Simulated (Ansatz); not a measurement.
# CrCuO2 (R-3m) in Ansatz: a series of runs

The runs below take CrCuO2 through elastic constants, band structure, with LDA, r2SCAN.

Everything below comes from runs of Ansatz 0.2.0. Logs are shortened: lines on timing, memory, paths and dates and some standing lists are left out, and cuts for length are marked.

## 1. The structure

Symmetry: R-3m, No. 166, trigonal system. Conventional cell: a = 2.973 Å, b = 2.973 Å, c = 17.100 Å, α = 90.00°, β = 90.00°, γ = 120.00°. Around Cu (site symmetry -3m) lie 2 O at 1.85 Å. Around Cr (site symmetry -3m) lie 6 O at 1.99 Å. O (site symmetry 3m) is surrounded by 1 Cu at 1.85 Å and 3 Cr at 1.99 Å.

## 2. Elastic constants, LDA, collinear spin, ferromagnetic start

input.yaml

```yaml
crystal:
  lattice:
    - [1.4867, 0.8583466452, 5.7]
    - [-1.4867, 0.8583466452, 5.7]
    - [0.0, -1.7166932904, 5.7]
  atoms:
    - { symbol: Cu, position: [0.0, 0.0, 0.0], spin: 0.6 }
    - { symbol: Cr, position: [0.5, 0.5, 0.5], spin: 3.0 }
    - { symbol: O, position: [0.89208, 0.89208, 0.89208] }
    - { symbol: O, position: [0.10792, 0.10792, 0.10792] }
hamiltonian:
  xc: lda
  pseudopotentials: { kind: paw }
magnetization:
  spin_polarized: true
kpoints:
  mp_grid: { grid: [7, 7, 7] }
scf:
  occupations: { method: gaussian, width: 0.01 }
output:
  forces: true
  stress: true
elastic:
  mode: relaxed_ion
  stencil: two_point
```

Potentials or basis: Ansatz PAW.

Command:

```sh
ansatz run input.yaml --threads 2 --pin off --max-ram 5632MiB --backend cpu --events-out ev --progress --plain --runs-dir out
```

Output:

```text
Warning: RAYON_NUM_THREADS=2 ignored (pool sized by the plan → 2); use --threads N
Engine: ansatz 0.2.0, x86_64-unknown-linux-gnu
Pseudopotentials: kind: paw
Pseudopotential: Cu, paw, valence charge 19, recommended cutoff 420 eV (normal), Cu.paw.azcp
Pseudopotential: Cr, paw, valence charge 14, recommended cutoff 420 eV (normal), Cr.paw.azcp
Pseudopotential: O, paw, valence charge 6, recommended cutoff 420 eV (normal), O.paw.azcp
Functional definition: SPW92
  exchange = slater_x
  correlation = pw_c
Crystal: 4 atoms, lattice volume = 43.643 Å³
Basis set: ecut = 420 eV, 817 PW (Γ)
Bands: 30, of which v1, the nominal top of the filled ones, is band 23 counted from 1 (22 counted from 0)
Symmetry: 12 space group operations
Space group: R-3m (ITA 166), of the structure as read, at distance tolerance 3.5e-5 Å
Magnetic group: BNS 166.97 (UNI 1327), of the structure as read, at distance tolerance 3.5e-5 Å
k-points: 44 of 343
Non-local potential: Cu, projectors of the file, l = 0: 3, l = 1: 2, l = 2: 3, l = 3: 1
Non-local potential: Cr, projectors of the file, l = 0: 3, l = 1: 2, l = 2: 3, l = 3: 1
Non-local potential: O, projectors of the file, l = 0: 2, l = 1: 2, l = 2: 1
PAW form: soft (Blöchl's): semilocal exchange-correlation on the pseudo side does not see the compensation charge
PAW frozen core: Cu, regenerated for the run's functional, and the local potential with it (the file was generated under x = pbe(κ = 0.804, μ = 0.2195149727645171), c = pbe(β = 0.06672455060314922))
PAW frozen core: Cr, regenerated for the run's functional, and the local potential with it (the file was generated under x = pbe(κ = 0.804, μ = 0.2195149727645171), c = pbe(β = 0.06672455060314922))
PAW frozen core: O, regenerated for the run's functional, and the local potential with it (the file was generated under x = pbe(κ = 0.804, μ = 0.2195149727645171), c = pbe(β = 0.06672455060314922))
PAW one-centre angular grid: Cu, 590 points (default); XC on 64 Gauss nodes
PAW one-centre angular grid: Cr, 590 points (default); XC on 64 Gauss nodes
PAW one-centre angular grid: O, 110 points (default); XC on 64 Gauss nodes
Initial density: superposition of atomic densities (chi_scale 0.1, normalization cell, long waves kept (reshape's long-wave potential 0.32 eV rms))
Starting moments: Σ|m| = 3.6 μB on 2 of 4 sites
Initial wavefunctions: pseudopotential atomic-orbital guess
Functional: x = slater, c = lda
SCF 1 converged in 11 iterations: F = -10989.669649 eV  dr2 = 6.32e-9
a single point of the input's cell can leave the moments in the input for a lower state (scf.lower_state_search): this run first made a single point of its cell. This run's own SCFs start from the density of the state that the single point found, with the moments in the input. The single point stayed on the moments in the input.
Initial density: read from a saved state, or passed on in memory by an earlier SCF of this step, an earlier step, the calling program or the single point that the run made first
Stability of the state it starts from, as read at its close in the collinear treatment: not read negative (Ritz values of 1 − χ₀K, real part plus size of imaginary part, from 0.72 to 0.78, by its mixing steps under the symmetry group of the SCF that read it); its run was given moments
Starting moments: Σ|m| = 3.6 μB on 2 of 4 sites; this step starts from the density that it was given
iter 1 solved again at ethr=4.83e-8 eV; its pass at ethr=3.10e-3 eV (dr2=2.17e-5 eV) is discarded
SCF iter   1: F=—  HF=-10989.669647 eV  |F-HF|=—  |Δ(HF+E_count)|=         —  Δρ=3.00e-6 (↑3.00e-6 ↓1.91e-6)  dr2=5.53e-9  dr2_m=7.61e-10  M=3.000 μB ∫|m|=3.048 μB  β_m=0.65  ethr=4.83e-8  ⟨swp⟩=3.0  Hψ=16713  notcnv=0
preconditioner: auto → none  [insulator: Δε(μ)=0.836 eV  Ē_g=10.986 eV  σ=0.010 eV  W_gap=1.00  n_scr=16 (ndim 8)  ℏωp=30.3 eV  f_vac=0.011  D(μ)=0.00/eV (n_scr^D=0)  ε∞_Penn≈8.6]
SCF iter   2: F=—  HF=-10989.669649 eV  |F-HF|=—  |Δ(HF+E_count)|=   1.56e-6  Δρ=3.69e-6 (↑3.25e-6 ↓3.69e-6)  dr2=1.23e-8  dr2_m=3.30e-11  M=3.000 μB ∫|m|=3.048 μB  β_m=0.30  ethr=1.23e-11  ⟨swp⟩=2.1  Hψ=4633  notcnv=0
SCF iter   3: F=—  HF=-10989.669649 eV  |F-HF|=—  |Δ(HF+E_count)|=   2.82e-9  Δρ=1.18e-6 (↑1.18e-6 ↓8.92e-7)  dr2=8.59e-10  dr2_m=1.29e-10  M=3.000 μB ∫|m|=3.048 μB  β_m=0.29  ethr=1.23e-11  ⟨swp⟩=2.0  Hψ=4553  notcnv=0
SCF iter   4: F=—  HF=-10989.669649 eV  |F-HF|=—  |Δ(HF+E_count)|=  7.82e-11  Δρ=4.61e-7 (↑4.30e-7 ↓4.61e-7)  dr2=4.52e-11  dr2_m=6.63e-11  M=3.000 μB ∫|m|=3.048 μB  β_m=0.43  ethr=1.91e-12  ⟨swp⟩=2.0  Hψ=3018  notcnv=0
SCF iter   5: F=—  HF=-10989.669649 eV  |F-HF|=—  |Δ(HF+E_count)|=  2.86e-10  Δρ=1.67e-7 (↑1.67e-7 ↓1.63e-7)  dr2=8.03e-12  dr2_m=9.25e-12  M=3.000 μB ∫|m|=3.048 μB  β_m=0.49  ethr=1.00e-13 (applied; sched 1.00e-12)  ⟨swp⟩=2.1  Hψ=4335  notcnv=0
SCF iter   6: F=—  HF=-10989.669649 eV  |F-HF|=—  |Δ(HF+E_count)|=  5.64e-11  Δρ=7.78e-8 (↑3.73e-8 ↓7.78e-8)  dr2=4.99e-12  dr2_m=3.42e-13  M=3.000 μB ∫|m|=3.048 μB  β_m=0.49  ethr=1.78e-14 (applied; sched 1.00e-12)  ⟨swp⟩=2.0  Hψ=3808  notcnv=0
SCF iter   7: F=—  HF=-10989.669649 eV  |F-HF|=—  |Δ(HF+E_count)|=  1.09e-11  Δρ=2.21e-8 (↑2.21e-8 ↓2.18e-8)  dr2=3.44e-13  dr2_m=6.61e-14  M=3.000 μB ∫|m|=3.048 μB  β_m=0.65  ethr=1.11e-14 (applied; sched 1.00e-12)  ⟨swp⟩=2.0  Hψ=3994  notcnv=0
SCF iter   8: F=—  HF=-10989.669649 eV  |F-HF|=—  |Δ(HF+E_count)|=  3.64e-12  Δρ=1.07e-8 (↑7.31e-9 ↓1.07e-8)  dr2=1.30e-13  dr2_m=4.90e-15  M=3.000 μB ∫|m|=3.048 μB  β_m=0.67  ethr=7.63e-16 (applied; sched 1.00e-12)  ⟨swp⟩=2.0  Hψ=3989  notcnv=0
[... 357 lines left out ...]
  E_kinetic    = 987.633114
  E_local      = -6904.723838  (includes V_loc(G=0)·N_el)
  E_nonlocal   = 583.558540
  E_hartree    = 2949.241550
  E_xc         = -369.159745
  E_vxc        = -475.224377  (∫ρ·V_xc dr)
  E_paw        = -3031.777478  (= ΣΔE_a)
  E_vpaw       = -769.969313  (= ΣTr[D̂ρ^β])
  E_aug_tail   = 0.005540  (compensation charges beyond the density's cutoff)
  E_ewald      = -5205.456197
  E_core_change = 1.008628  (= ΣΔE_core)
  E_smearing   = -0.000000  (= −TS)
  E_closure    = 0.000000  (closes the sum)
  Σ components = -10989.669886   (vs F -10989.669886, Δ=0.00e0)
--- Forces (eV/Å), atoms counted from 1 ---
  atom   1  Cu    -0.00000000     0.00000000     0.00000000
  atom   2  Cr    -0.00000000     0.00000000     0.00000000
  atom   3  O     -0.00000000     0.00000000    -0.00000017
  atom   4  O      0.00000000    -0.00000000     0.00000017
  max |Σ_I F_I| component: 2.65e-23 eV/Å
--- Stress (GPa, compression-positive) ---
       -8.132225       0.000000       0.000000
        0.000000      -8.132225      -0.000000
        0.000000      -0.000000     -13.996981
  P = ⅓ Tr σ = -10.0871 GPa (-100.871 kbar)
--- Band table (eV; the first three rows and the last of 88) ---
  k-point 0 ↑: bands = ["-99.8010", "-60.7605", "-57.8108", "-57.5363", "-57.5363", "-32.4373", "-32.3808", "-32.3808", "-8.6347", "-7.0565", "3.0775", "5.5203", "5.5203", "7.3166", "7.3949", "8.5674", "8.5674", "9.2423", "9.2423", "9.5127", "9.5127", "10.4819", "10.4819", "10.8484", "13.5635", "14.2973", "14.2973", "17.8976", "19.8902", "23.7654"]
  k-point 1 ↑: bands = ["-99.8009", "-60.7564", "-57.8106", "-57.5387", "-57.5370", "-32.4306", "-32.4179", "-32.3889", "-8.4287", "-7.0818", "3.3644", "5.0942", "5.6569", "7.0526", "7.6931", "8.0860", "8.1991", "9.2061", "9.3665", "9.4859", "9.5472", "10.6687", "10.8783", "10.9431", "13.6869", "13.9513", "14.1743", "18.7177", "20.3524", "24.2242"]
  k-point 2 ↑: bands = ["-99.8005", "-60.7472", "-57.8101", "-57.5440", "-57.5384", "-32.5012", "-32.4151", "-32.4072", "-7.9317", "-7.1481", "4.0366", "4.6283", "5.8104", "5.9543", "7.4084", "7.5150", "8.5017", "9.3304", "9.6044", "9.6181", "9.6803", "10.7423", "11.2338", "11.2738", "13.3925", "14.0098", "14.1300", "20.0640", "20.2654", "22.2415"]
  k-point 43 ↓: bands = ["-99.7901", "-57.9060", "-57.7937", "-57.5296", "-57.5279", "-29.6702", "-29.6354", "-29.6250", "-8.1510", "-7.1943", "4.8273", "4.9880", "6.3318", "6.8444", "7.2841", "7.7690", "7.8962", "9.2169", "9.3838", "10.0641", "10.1870", "12.9801", "13.3845", "13.8939", "14.1981", "15.5082", "15.7518", "17.8277", "21.4006", "24.8542"]
--- Elastic constants: 3 strain directions × 2 members + reference (group order 12) ---
  dense FFT box of the reference and of every strained cell: 40×40×40
  strains applied: 11, 33, 23; error gains: componentwise 1.00 (the most a stress slope's error grows in a printed constant), spectral 1.41 (1 for all six strains in a standard setting)
  reference relaxed by the batch: 4 steps; max|allowed force component| 7.58e-2 eV/Å at the deck's positions, 8.59e-8 at the last accepted step, 1.71e-7 by the solve of record
  largest displacement 3.1e-3 Å; the constants are those of the deck's cell at these positions:
  atoms:
    - { symbol: Cu, position: [1.2383522620675259e-23, 1.2383522620683949e-23, 1.2383522620655173e-23] }
    - { symbol: Cr, position: [0.5, 0.5, 0.5] }
    - { symbol: O, position: [0.8918966233867176, 0.8918966233867176, 0.8918966233867177] }
    - { symbol: O, position: [0.10810337661328245, 0.10810337661328245, 0.10810337661328248] }
  C = ∂σ_k/∂η_j (tension-positive GPa; Voigt order 11 22 33 23 13 12):
       229.270     67.833    114.189     -4.631      0.000     -0.000
        67.833    229.270    114.189      4.631      0.000      0.000
       108.305    108.305    424.783     -0.000      0.000      0.000
        -4.713      4.713      0.000     41.783     -0.000      0.000
        -0.000      0.000      0.000     -0.000     41.783     -4.713
        -0.000      0.000     -0.000      0.000     -4.631     80.718
  reference stress σ⁰ (GPa):      8.132      8.132     13.997      0.000     -0.000     -0.000
  C* (energy form; C + prestress term) asymmetry max|C*_kj − C*_jk| = 8.235e-2 GPa — a small one proves nothing (zero by symmetry where the batch's group is 432, −43m or m−3m); a large one is finite-difference/SCF noise where every solve meets its electron count
  moduli (Voigt/Reuss/Hill, GPa): K = 162.66/144.58/153.62   G = 72.39/60.43/66.41   E = 174.14   ν = 0.311
  mechanically stable: yes (min eigenvalue of sym C = 41.23 GPa)
  strain η (Voigt 11):  stress-route row diagonal C_11 = 229.27 GPa, energy-path curvature d²(F+E_count+ΔE)/dδ²/Ω₀ = 229.94 GPa
         δ    σ_11 (GPa)             F (eV)   n_scf  n_hpsi   n_pw
    -2.000e-3       7.6711      -10989.6741914       2   44929    870   relax 4 steps, max|allowed force component| 1.64e-6 eV/Å
     2.000e-3       8.5882      -10989.6653825       2   44912    871   relax 3 steps, max|allowed force component| 1.69e-7 eV/Å
  strain η (Voigt 33):  stress-route row diagonal C_33 = 424.78 GPa, energy-path curvature d²(F+E_count+ΔE)/dδ²/Ω₀ = 424.15 GPa
         δ    σ_33 (GPa)             F (eV)   n_scf  n_hpsi   n_pw
    -2.000e-3      13.1403      -10989.6772469       2   19765    870   relax 3 steps, max|allowed force component| 1.14e-8 eV/Å
     2.000e-3      14.8394      -10989.6620678       2   19795    871   relax 3 steps, max|allowed force component| 2.73e-7 eV/Å
  strain η (Voigt 23):  stress-route row diagonal C_44 = 41.78 GPa, energy-path curvature d²(F+E_count+ΔE)/dδ²/Ω₀ = 36.58 GPa
         δ    σ_23 (GPa)             F (eV)   n_scf  n_hpsi   n_pw
    -2.000e-3      -0.0836      -10989.6698528       2   44882    871   relax 3 steps, max|allowed force component| 2.75e-5 eV/Å
     2.000e-3       0.0835      -10989.6698576       2   44885    871   relax 3 steps, max|allowed force component| 4.54e-7 eV/Å
```

Run time: 6.7 min. Hardware: 2 threads of AMD EPYC (Zen 3), shared host; peak memory 0.59 GiB.

Results:

```yaml
Free_energy: -10989.6699 eV
Pressure: -10.1 GPa
Band_gap_on_the_k_mesh: 0.84 eV, indirect (least direct gap 0.96 eV)
Net_moment: 3.00 μB per cell
Absolute_moment: 3.05 μB per cell
Site_moments: Cu +0.01; Cr +2.38; O +0.01 μB
Voigt_bulk_modulus: 163 GPa
```

Elastic tensor in Voigt notation (GPa, in the Cartesian axes of the cell as first typed):
```
229  68 114  -5   0   0
 68 229 114   5   0   0
108 108 425   0   0   0
 -5   5   0  42   0   0
  0   0   0   0  42  -5
  0   0   0   0  -5  81
```

Caveat: the cell is more than 3 GPa from zero pressure, which shifts response properties; odd divisions of the mesh miss points on the zone boundary, where band edges often lie, so the gap on the mesh can be too wide; the pressure holds a Pulay correction of +0.9 GPa for the finite cutoff; only a ferromagnetic start was run, and an antiferromagnetic order may lie lower in energy; the PAW data sets come from PBE, with cores solved anew for the run's functional, which leaves a small shift of forces and pressure. A k mesh can miss the band edges.

## 3. Band structure, r2SCAN, collinear spin, ferromagnetic start

input.yaml

```yaml
crystal:
  lattice:
    - [1.4867, 0.8583466452, 5.7]
    - [-1.4867, 0.8583466452, 5.7]
    - [0.0, -1.7166932904, 5.7]
  atoms:
    - { symbol: Cu, position: [0.0, 0.0, 0.0], spin: 0.6 }
    - { symbol: Cr, position: [0.5, 0.5, 0.5], spin: 3.0 }
    - { symbol: O, position: [0.89208, 0.89208, 0.89208] }
    - { symbol: O, position: [0.10792, 0.10792, 0.10792] }
hamiltonian:
  xc: r2scan
  pseudopotentials: { kind: paw }
magnetization:
  spin_polarized: true
kpoints:
  mp_grid: { grid: [10, 10, 10] }
  band_path:
    path:
      - [[0.0, 0.0, 0.0], [0.5, 0.0, 0.0], [0.5, 0.1817843226, -0.1817843226]]
      - [[0.8182156774, 0.5, 0.1817843226], [0.5, 0.5, 0.5], [0.0, 0.0, 0.0], [0.3408921613, 0.0, -0.3408921613]]
      - [[0.6591078387, 0.3408921613, 0.0], [0.5, 0.5, 0.0], [0.6591078387, 0.6591078387, 0.1817843226], [0.5, 0.5, 0.5]]
      - [[0.5, 0.0, 0.0], [0.8182156774, 0.3408921613, 0.3408921613]]
    npoints: 14
scf:
  occupations: { method: fermi_dirac, width: 0.05 }
  n_extra_bands: 10
output:
  forces: true
  stress: true
  eigenvalues: true
  fatbands: true
  write_density: true
  write_potential: true
  elf: true
  volumetric_format: npy
```

Potentials or basis: Ansatz PAW.

Command:

```sh
ansatz run input.yaml --threads 2 --pin off --max-ram 5632MiB --backend cpu --events-out ev --progress --plain --runs-dir out
```

It took 87 s on 2 threads of AMD EPYC (Zen 3), shared host; peak memory 0.73 GiB.

It converged, with:

```
Free energy             : -11152.9454 eV
Pressure                : -0.4 GPa
Largest force           : 0.058 eV/Å
Band gap on the k mesh  : 1.72 eV, indirect (least direct gap 2.13 eV)
Band gap along the path : 1.87 eV, indirect (least direct gap 2.13 eV)
Net moment              : 3.00 μB per cell
Absolute moment         : 3.05 μB per cell
Site moments            : Cu +0.00; Cr +2.45; O +0.01 μB
```

Forces in eV/Å, atoms in the order of the input:
```
Cu   0.000  0.000  0.000
Cr   0.000  0.000  0.000
O    0.000  0.000  0.058
O    0.000  0.000 -0.058
```

Stress tensor (GPa, compression positive):
```
 0.45  0.00  0.00
 0.00  0.45  0.00
 0.00  0.00 -2.07
```

Levels at the corners of the path, in eV from the valence-band top:
Spin up:
```csv
point,band 20,band 21,band 22,band 23,band 24,band 25,band 26,band 27,band 28,band 29
Γ,-1.86,-1.86,-1.34,-1.34,-1.11,2.64,3.48,3.48,7.32,9.27
L,-1.31,-1.28,-1.04,-0.80,-0.29,2.84,3.27,3.40,6.44,11.68
B1,-1.59,-1.45,-1.03,-0.69,-0.01,2.91,2.93,5.19,6.07,9.22
B,-1.59,-1.45,-1.03,-0.69,-0.01,2.91,2.93,5.19,6.07,9.22
Z,-1.62,-1.62,-0.96,-0.96,-0.58,3.29,3.29,3.72,5.84,9.39
Γ,-1.86,-1.86,-1.34,-1.34,-1.11,2.64,3.48,3.48,7.32,9.27
X,-1.52,-1.46,-1.05,-0.66,-0.02,2.89,2.92,5.48,5.82,9.16
Q,-1.52,-1.46,-1.05,-0.66,-0.02,2.89,2.92,5.48,5.82,9.16
F,-1.47,-1.31,-1.03,-0.77,-0.08,2.83,3.23,3.47,7.27,9.99
P1,-1.46,-1.31,-1.02,-0.80,-0.14,2.82,3.24,3.41,7.15,10.32
Z,-1.62,-1.62,-0.96,-0.96,-0.58,3.29,3.29,3.72,5.84,9.39
L,-1.31,-1.28,-1.04,-0.80,-0.29,2.84,3.27,3.40,6.44,11.68
P,-1.46,-1.31,-1.02,-0.80,-0.14,2.82,3.24,3.41,7.15,10.32
```
Spin down:
```tsv
point	band 19	band 20	band 21	band 22	band 23	band 24
Γ	-1.94	-1.55	-1.55	2.07	2.74	2.74
L	-1.31	-1.26	-0.27	1.87	3.53	3.74
B1	-1.61	-1.40	-0.37	2.99	3.52	3.62
B	-1.61	-1.40	-0.37	2.99	3.52	3.62
Z	-1.94	-0.95	-0.95	2.73	2.73	3.58
Γ	-1.94	-1.55	-1.55	2.07	2.74	2.74
X	-1.61	-1.40	-0.37	2.98	3.55	3.61
Q	-1.61	-1.40	-0.37	2.98	3.55	3.61
F	-1.49	-1.31	-0.46	2.52	3.34	3.74
P1	-1.41	-1.31	-0.41	2.24	3.45	3.75
Z	-1.94	-0.95	-0.95	2.73	2.73	3.58
L	-1.31	-1.26	-0.27	1.87	3.53	3.74
P	-1.41	-1.31	-0.41	2.24	3.45	3.75
```

Caveat: the magnetic or orbital state may not be the lowest; only a ferromagnetic start was run, and an antiferromagnetic order may lie lower in energy; the PAW data sets come from PBE, with cores solved anew for the run's functional, which leaves a small shift of forces and pressure.
